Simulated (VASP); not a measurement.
Here is a VASP 6.6.1 calculation.

INCAR

```
SYSTEM = Mg3Sb2
PREC = Accurate
ENCUT = 520
EDIFF = 1E-7
ISMEAR = 0
SIGMA = 0.015
LREAL = .FALSE.
LASPH = .TRUE.
NELM = 60
ALGO = Fast
ISIF = 2
LWAVE = .FALSE.
LCHARG = .FALSE.
GGA = PE
NBANDS = 16
```

The input KPOINTS:

```
Automatic mesh
0
G
  7 7 4
  0 0 0
```

File POSCAR:

```
Mg3Sb2
1.0
    4.5820000000      0.0000000000      0.0000000000
   -2.2910000000      3.9681284001      0.0000000000
    0.0000000000      0.0000000000      7.2440000000
Sb Mg
2 3
Direct
    0.6666666667      0.3333333333      0.7650000000
    0.3333333333      0.6666666667      0.2350000000
    0.0000000000      0.0000000000      0.0000000000
    0.6666666667      0.3333333333      0.3700000000
    0.3333333333      0.6666666667      0.6300000000
```

Potentials or basis: VASP PAW PBE potentials, release 64 (Sb, Mg).

Launch:

```console
$ cat potpaw_PBE.64/Sb/POTCAR potpaw_PBE.64/Mg/POTCAR > POTCAR
$ mpirun -np 1 vasp_std > vasp.out
```

(1) What does it give for the band gap on the k mesh?

(2) Predict the largest force.

Answers

(1) 0.34 eV, indirect (least direct gap 1.17 eV).

(2) 0.497 eV/Å.

Caveat: spin-orbit coupling is left out, which moves the levels of the heavy elements; an odd mesh through Γ misses points on the zone boundary, where band edges often lie.
